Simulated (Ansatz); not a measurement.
Input and output for Ga (diamond type): DFT, PBE, all-electron LAPW, non-relativistic (Ansatz 0.2.0). This run: diamond relaxed.

The cell comes from a relaxation on PAW files under the same functional, begun from a prototype that needn't be the stable phase.

Command: `ansatz run input.yaml --threads 1 --pin off --max-ram 3072MiB --backend cpu --events-out ev --progress --plain --runs-dir out` It took 70 s on 1 thread of AMD EPYC 7R43 64-Core Processor (Zen 3) (shared host), peak memory 0.47 GiB.

```yaml
crystal:
  lattice:
    - [0.0, 2.9392041342, 2.9392041342]
    - [2.9392041342, 0.0, 2.9392041342]
    - [2.9392041342, 2.9392041342, 0.0]
  atoms:
    - { symbol: Ga, position: [-0.125, -0.125, -0.125] }
    - { symbol: Ga, position: [0.125, 0.125, 0.125] }
kpoints:
  mp_grid: { grid: [12, 12, 12] }
scf:
  occupations: { method: fermi_dirac, width: 0.05 }
hamiltonian:
  xc: pbe
  pseudopotentials:
    kind: all_electron
    lapw: { basis_error: 0.0005 }
    relativity: none
output:
  forces: true
  stress: true
  eigenvalues: true
  populations: true
relax:
  f_tol: 0.005
  max_steps: 25
  cell: {}
```

Output:

```
The last accepted step is kept in <dir> (removed where the run ends without a failure and the disk answers)
Ga: projections on atomic orbitals take those of the free atom 1s2 2s2 2p6 3s2 3p6 3d10 4s2 4p1, of charge +0.00 (hamiltonian.pseudopotentials.projection_atoms)
LAPW: plane waves up to 9.448 Å⁻¹, error target 5.0e-4 eV per atom; Ga in spheres of 1.235 Å, 21 of its electrons in bands, Dirac shells [] (how accurate: hamiltonian.pseudopotentials.lapw.basis_error, Limitations)
Engine: ansatz 0.2.0
Pseudopotentials: kind: all_electron
Pseudopotential: Ga, LAPW, valence charge 21, lapw/all_electron/none/Ga, Schrödinger's equation, point nucleus
Functional definition: PBE
  parameter kappa = 0.804
  parameter beta = 0.06672455060314922
  exchange = pbe_x(kappa = kappa, mu = beta*pi^2/3)
  correlation = pbe_c(beta = beta)
Crystal: 2 atoms, lattice volume = 50.783 Å³
Basis set: ecut = 340.1105914492836 eV, 725 PW (Γ), exchange–correlation at level 2
Bands: 26, of which v1, the nominal top of the filled ones, is band 21 counted from 1 (20 counted from 0)
Symmetry: 48 space group operations
Space group: Fd-3m (ITA 227), of the structure as read, at distance tolerance 3.7e-5 Å
k-points: 72 of 1728
Non-local potential: Ga, projectors of the file, none
Initial density: superposition of atomic densities (chi_scale 0.1, normalization cell)
Initial wavefunctions: plane waves of lowest kinetic energy (no species holds an atomic orbital)
Functional: x = pbe(κ = 0.804, μ = 0.2195149727645171), c = pbe(β = 0.06672455060314922)
iter 1 solved again at ethr=1.49e-4 eV; its pass at ethr=1.00e-1 eV (dr2=6.24e-2 eV) is discarded
SCF iter   1: F=—  HF=-104745.506171 eV  |F-HF|=—  |Δ(HF+E_count)|=         —  Δρ=1.35e-2  dr2=6.33e-2  ethr=1.49e-4  ⟨swp⟩=3.0  Hψ=12122  notcnv=0
preconditioner: auto → LDOS  [metal: Δε(μ)=0.001 eV  Ē_g=17.384 eV  σ=0.050 eV  W_gap=0.01  n_scr=14 (ndim 8)  ℏωp=26.6 eV  f_vac=0.129  D(μ)=1.41/eV (n_scr^D=14)  β→1.0]
SCF iter   2: F=—  HF=-104745.592988 eV  |F-HF|=—  |Δ(HF+E_count)|=   8.68e-2  Δρ=4.51e-3  dr2=1.82e-2  ethr=1.49e-4  ⟨swp⟩=2.8  Hψ=5697  notcnv=0
SCF iter   3: F=—  HF=-104745.484493 eV  |F-HF|=—  |Δ(HF+E_count)|=   1.08e-1  Δρ=3.63e-3  dr2=7.21e-3  ethr=4.34e-5  ⟨swp⟩=3.0  Hψ=6037  notcnv=0
SCF iter   4: F=—  HF=-104745.484458 eV  |F-HF|=—  |Δ(HF+E_count)|=   3.45e-5  Δρ=1.17e-3  dr2=1.06e-3  ethr=1.72e-5  ⟨swp⟩=2.0  Hψ=5227  notcnv=0
iter 5 solved again at ethr=1.19e-7 eV; its pass at ethr=2.52e-6 eV (dr2=5.01e-5 eV) is discarded
SCF iter   5: F=—  HF=-104745.484580 eV  |F-HF|=—  |Δ(HF+E_count)|=   1.22e-4  Δρ=2.13e-4  dr2=5.00e-5  ethr=1.19e-7  ⟨swp⟩=2.0  Hψ=9049  notcnv=0
SCF iter   6: F=—  HF=-104745.484576 eV  |F-HF|=—  |Δ(HF+E_count)|=   4.43e-6  Δρ=3.23e-5  dr2=7.61e-7  ethr=1.19e-7  ⟨swp⟩=3.0  Hψ=5399  notcnv=0
SCF iter   7: F=-104745.484576 eV  HF=-104745.484576 eV  |F-HF|=2.30e-9  |Δ(HF+E_count)|=   1.26e-7  Δρ=2.32e-6  dr2=1.44e-9  ethr=1.81e-9  ⟨swp⟩=3.0  Hψ=5448  notcnv=0
SCF 1 converged in 7 iterations: F = -104745.484576 eV  dr2 = 1.44e-9
relax step   1: F+E_penalty+E_count = -104745.48457616 eV  Δ(F+E_penalty+E_count) = +0.000e0 eV  max|allowed force component| = 1.388e-17 eV/Å  Δτ_max = 0.0000 Å  P = +0.579 GPa  Ω = 50.783 Å³  (7 SCF iters, accepted)
Crystal: 2 atoms, lattice volume = 51.294 Å³
Basis set: ecut = 337.8499908654596 eV, 725 PW (Γ), exchange–correlation at level 2
Initial density: handed on by an earlier stage of this run
Initial wavefunctions: those handed on with the density
iter 1 solved again at ethr=7.14e-9 eV; its pass at ethr=1.00e-1 eV (dr2=3.00e-6 eV) is discarded
SCF iter   1: F=—  HF=-104745.485783 eV  |F-HF|=—  |Δ(HF+E_count)|=         —  Δρ=4.71e-5  dr2=1.86e-6  ethr=7.14e-9  ⟨swp⟩=4.8  Hψ=10594  notcnv=0
preconditioner: auto → LDOS  [metal: Δε(μ)=0.002 eV  Ē_g=17.696 eV  σ=0.050 eV  W_gap=0.01  n_scr=14 (ndim 8)  ℏωp=26.4 eV  f_vac=0.170  D(μ)=1.40/eV (n_scr^D=14)  β→1.0]
SCF iter   2: F=—  HF=-104745.485789 eV  |F-HF|=—  |Δ(HF+E_count)|=   6.20e-6  Δρ=2.98e-5  dr2=1.07e-6  ethr=4.43e-9  ⟨swp⟩=3.0  Hψ=5893  notcnv=0
SCF iter   3: F=—  HF=-104745.485782 eV  |F-HF|=—  |Δ(HF+E_count)|=   6.40e-6  Δρ=1.46e-5  dr2=2.54e-7  ethr=2.54e-9  ⟨swp⟩=3.0  Hψ=5653  notcnv=0
iter 4 solved again at ethr=2.64e-11 eV; its pass at ethr=6.05e-10 eV (dr2=1.11e-8 eV) is discarded
SCF iter   4: F=-104745.485782 eV  HF=-104745.485782 eV  |F-HF|=1.50e-8  |Δ(HF+E_count)|=   5.81e-8  Δρ=3.23e-6  dr2=1.11e-8  ethr=2.64e-11  ⟨swp⟩=2.0  Hψ=9273  notcnv=0
SCF 2 converged in 4 iterations: F = -104745.485782 eV  dr2 = 1.11e-8
relax step   2: F+E_penalty+E_count = -104745.48578229 eV  Δ(F+E_penalty+E_count) = -1.206e-3 eV  max|allowed force component| = 7.401e-17 eV/Å  Δτ_max = 0.0000 Å  P = +0.182 GPa  Ω = 51.294 Å³  (4 SCF iters, accepted)
Crystal: 2 atoms, lattice volume = 51.531 Å³
Basis set: ecut = 336.81150841762013 eV, 725 PW (Γ), exchange–correlation at level 2
iter 1 solved again at ethr=1.84e-9 eV; its pass at ethr=1.00e-1 eV (dr2=7.72e-7 eV) is discarded
SCF iter   1: F=—  HF=-104745.485920 eV  |F-HF|=—  |Δ(HF+E_count)|=         —  Δρ=2.36e-5  dr2=5.30e-7  ethr=1.84e-9  ⟨swp⟩=5.0  Hψ=10496  notcnv=0
preconditioner: auto → LDOS  [metal: Δε(μ)=0.003 eV  Ē_g=17.676 eV  σ=0.050 eV  W_gap=0.01  n_scr=14 (ndim 8)  ℏωp=26.4 eV  f_vac=0.173  D(μ)=1.40/eV (n_scr^D=14)  β→1.0]
SCF iter   2: F=—  HF=-104745.485921 eV  |F-HF|=—  |Δ(HF+E_count)|=   1.08e-6  Δρ=1.45e-5  dr2=2.59e-7  ethr=1.26e-9  ⟨swp⟩=3.0  Hψ=5448  notcnv=0
SCF iter   3: F=—  HF=-104745.485920 eV  |F-HF|=—  |Δ(HF+E_count)|=   1.02e-6  Δρ=7.39e-6  dr2=6.46e-8  ethr=6.17e-10  ⟨swp⟩=3.0  Hψ=5430  notcnv=0
iter 4 solved again at ethr=8.23e-12 eV; its pass at ethr=1.54e-10 eV (dr2=3.46e-9 eV) is discarded
SCF iter   4: F=-104745.485920 eV  HF=-104745.485920 eV  |F-HF|=3.20e-9  |Δ(HF+E_count)|=   4.12e-8  Δρ=1.80e-6  dr2=3.45e-9  ethr=8.23e-12  ⟨swp⟩=2.0  Hψ=9198  notcnv=0
SCF 3 converged in 4 iterations: F = -104745.485920 eV  dr2 = 3.45e-9
relax step   3: F+E_penalty+E_count = -104745.48592002 eV  Δ(F+E_penalty+E_count) = -1.377e-4 eV  max|allowed force component| = 5.782e-17 eV/Å  Δτ_max = 0.0000 Å  P = +0.005 GPa  Ω = 51.531 Å³  (4 SCF iters, accepted)
iter 1 solved again at ethr=8.31e-12 eV; its pass at ethr=1.00e-1 eV (dr2=3.49e-9 eV) is discarded
SCF iter   1: F=—  HF=-104745.485920 eV  |F-HF|=—  |Δ(HF+E_count)|=         —  Δρ=1.78e-6  dr2=3.49e-9  ethr=8.31e-12  ⟨swp⟩=4.0  Hψ=8845  notcnv=0
preconditioner: auto → LDOS  [metal: Δε(μ)=0.003 eV  Ē_g=17.675 eV  σ=0.050 eV  W_gap=0.01  n_scr=14 (ndim 8)  ℏωp=26.4 eV  f_vac=0.171  D(μ)=1.40/eV (n_scr^D=14)  β→1.0]
SCF iter   2: F=-104745.485920 eV  HF=-104745.485920 eV  |F-HF|=6.87e-9  |Δ(HF+E_count)|=  4.07e-10  Δρ=7.32e-7  dr2=5.79e-10  ethr=8.31e-12  ⟨swp⟩=2.0  Hψ=5245  notcnv=0
SCF 4 converged in 2 iterations: F = -104745.485920 eV  dr2 = 5.79e-10
relax step   4: F+E_penalty+E_count = -104745.48592020 eV  Δ(F+E_penalty+E_count) = -1.849e-7 eV  max|allowed force component| = 2.776e-17 eV/Å  Δτ_max = 0.0000 Å  P = +0.005 GPa  Ω = 51.531 Å³  stress off target by 4.87e-3 GPa  SCF on the basis re-selected at this cell (its energy is not comparable with the rows above)  (2 SCF iters)
basis re-selected at this cell: Δ(F+E_penalty+E_count) = -1.849e-7 eV, ΔP = +0.000 GPa vs the last step (what re-selecting the basis moved, after the strain that the cell walked since its last selection, with what the two solves' SCF thresholds leave and, on support functions, any second-order correction that the steps lacked; it is no measure of the basis error at this ecutwfc). This SCF's stress stands 4.87e-3 GPa from its target on what of the cell is left free (relax.cell.stress_tol is 5.00e-2 GPa) and its largest allowed force component is 2.78e-17 eV/Å (relax.f_tol is 5.00e-3 eV/Å): within both
SCF converged after 2 iterations
Free energy (F): -104745.485920 eV
Harris-Foulkes:  -104745.485920 eV  (|F-HF|=6.87e-9)
Internal energy: -104745.474766 eV  (E = F + TS)
E sigma→0 (E₀):  -104745.480343 eV
Entropy (-TS):   -0.011154 eV (-5.577 meV/atom)
Fermi energy:    7.101462 eV
--- Per-component energies (eV) ---
  E_band       = -1696.013410
  E_kinetic    = 104673.475557
  E_xc         = -4071.399996
  E_electrostatic = -205347.550326  (all electrons and nuclei)
  E_smearing   = -0.011154  (= −TS)
  E_closure    = 0.000000  (closes the sum)
  E_atoms      = -104740.093406  (free atoms, spherical and without spin; not in F)
  Σ components = -104745.485920   (vs F -104745.485920, Δ=0.00e0)
  Basis errors (estimates in eV, not in F): energy 2.1e-4 per atom: plane waves 1.9e-4 (1.1e-4 summed), levels above the bands 3.2e-70, relativity 0.0e0, radial functions 1.4e-5, core shells 1.8e-11; eigenvalues (radial functions only) 1.6e-7; not estimated: angular momenta, meshes, grids; target (lapw.basis_error) 5.0e-4; muffin-tin radii Ga 1.241 Å
--- Forces (eV/Å), atoms counted from 1 ---
  atom   1  Ga    -0.00000000    -0.00000000     0.00000000
  atom   2  Ga     0.00000000     0.00000000    -0.00000000
  max |Σ_I F_I| component: 1.85e-17 eV/Å
--- Stress (GPa, compression-positive) ---
        0.004865       0.000000       0.000000
        0.000000       0.004865      -0.000000
        0.000000      -0.000000       0.004865
  P = ⅓ Tr σ = 0.0049 GPa (0.049 kbar)
--- Band table (eV; the first three rows and the last of 72) ---
  k-point 0: bands = ["-131.4806", "-131.4775", "-85.9111", "-85.9111", "-85.9111", "-85.9008", "-85.9008", "-85.9008", "-8.1607", "-8.1607", "-8.1607", "-8.1216", "-8.1216", "-7.8368", "-7.8368", "-7.8368", "-7.7926", "-7.7926", "-1.9338", "9.7835", "9.7835", "9.7835", "10.9265", "11.8074", "11.8074", "11.8074"]
  k-point 1: bands = ["-131.4806", "-131.4775", "-85.9112", "-85.9112", "-85.9111", "-85.9008", "-85.9007", "-85.9007", "-8.1677", "-8.1677", "-8.1594", "-8.1121", "-8.1121", "-7.8416", "-7.8416", "-7.8389", "-7.7888", "-7.7888", "-1.8517", "8.6462", "9.5978", "9.5978", "11.2084", "12.0445", "12.0445", "12.4130"]
  k-point 2: bands = ["-131.4804", "-131.4777", "-85.9113", "-85.9113", "-85.9109", "-85.9011", "-85.9006", "-85.9006", "-8.1784", "-8.1784", "-8.1558", "-8.0949", "-8.0949", "-7.8512", "-7.8512", "-7.8448", "-7.7817", "-7.7817", "-1.6072", "7.0632", "9.2258", "9.2258", "10.9366", "12.5066", "12.5066", "13.7276"]
  k-point 71: bands = ["-131.4791", "-131.4791", "-85.9125", "-85.9125", "-85.9060", "-85.9060", "-85.8994", "-85.8994", "-8.2235", "-8.2235", "-8.0436", "-8.0436", "-7.9692", "-7.9692", "-7.9211", "-7.9211", "-7.7318", "-7.7318", "1.9927", "1.9927", "5.6898", "5.6898", "13.5122", "13.5122", "13.7102", "13.7102"]
--- Relaxed structure (3 steps of the walk, 3 accepted, 1 SCFs on fresh bases) ---
  F+E_penalty+E_count = -104745.48592020 eV   max|allowed force component| = 2.776e-17 eV/Å   (the final SCF, on the basis selected at the relaxed cell)
  cell:  # Å, volume = 51.5311 Å³
    - [-3.184607520559831e-36, 2.953563871001409, 2.953563871001409]
    - [2.953563871001409, -1.5923037602798727e-35, 2.953563871001409]
    - [2.953563871001409, 2.953563871001409, -7.643058049343385e-35]
  atoms:
    - { symbol: Ga, position: [-0.125, -0.125, -0.125] }
    - { symbol: Ga, position: [0.125, 0.125, 0.125] }
--- Löwdin populations: 2 sites ---
  site symbol       q [e]
     0     Ga     30.9814
     1     Ga     30.9814
  spilling = 0.000600 (of n_electrons = 62.000000)
```

populations.tsv:

```
# site	symbol	l	j	q
# orbitals = lowdin
# n_electrons = 62.000000
# spilling = 0.000600
# projection_atom_Ga: 1s2 2s2 2p6 3s2 3p6 3d10 4s2 4p1
0	Ga	0_1S	-	1.999984
0	Ga	0_2S	-	1.999194
0	Ga	0_3S	-	1.981522
0	Ga	0_4S	-	1.151576
0	Ga	1_2P	-	5.999987
0	Ga	1_3P	-	5.995245
0	Ga	1_4P	-	1.865871
0	Ga	2_3D	-	9.988009
1	Ga	0_1S	-	1.999984
1	Ga	0_2S	-	1.999194
1	Ga	0_3S	-	1.981522
1	Ga	0_4S	-	1.151576
1	Ga	1_2P	-	5.999987
1	Ga	1_3P	-	5.995245
1	Ga	1_4P	-	1.865871
1	Ga	2_3D	-	9.988009
```
